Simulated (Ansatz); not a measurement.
**Question.** CsCl (CsCl type, Pm-3m) is relaxed with r²SCAN (plane waves, PAW; program Ansatz). What lattice parameters of the conventional cell result?

**Answer.** a = 4.140 Å.

**Question.** Is it a metal or does it have a gap at this level?

**Answer.** A gap of 5.91 eV, direct.

The r²SCAN relaxation kept the symmetry of its start. Spin–orbit coupling is left out wherever it is not named.

Potentials: the later of the program's two PAW sets.
